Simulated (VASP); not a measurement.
WC:

```
CELL_PARAMETERS angstrom
0.00000 2.19268 2.19268
2.19268 0.00000 2.19268
2.19268 2.19268 0.00000
ATOMIC_POSITIONS crystal
W 0.00000 0.00000 0.00000
C 0.50000 0.50000 0.50000
```

Measurements of this composition are mostly on another form, of space group No. 187.

| Quantity | Value |
| --- | --- |
| Program | VASP 6.6.1 |
| Task | relaxation of cell and atoms |
| Functional | PBEsol |
| Potentials or basis | VASP PAW PBE potentials, release 64 (W_sv, C) |
| Cutoff | 600 eV |
| k mesh | 7 × 7 × 7 |
| Occupations | fermi-dirac, width 0.05 eV |
| Spin | no spin polarisation |

At the start: pressure -9.5 GPa; volume 10.54 Å³/atom.

Q: How do energy, volume and symmetry change on relaxing?

A: Over 4 steps the energy falls by 8.0 meV/atom and the volume is 10.28 Å³/atom (-2.5 %); space group Fm-3m (No. 225, to 0.05 Å).

The path:
| step | energy change (eV) | largest force (eV/Å) | pressure (GPa) | volume (Å³) |
| --- | --- | --- | --- | --- |
| 1 | 0.0000 | 0.0000 | -9.45 | 21.08 |
| 2 | 0.0985 | 0.0000 | 29.72 | 19.24 |
| 3 | -0.0160 | 0.0000 | -0.22 | 20.57 |
| 4 | -0.0161 | 0.0000 | -0.08 | 20.56 |

Final structure:
```xyz
2
Lattice="0.0000 2.1742 2.1742 2.1742 0.0000 2.1742 2.1742 2.1742 0.0000" Properties=species:S:1:pos:R:3 pbc="T T T"
W     2.1742    2.1742    0.0000
C     2.1742    2.1742    2.1742
```

Caveat: the PAW data sets were made with another functional, which shifts forces and pressure a little.
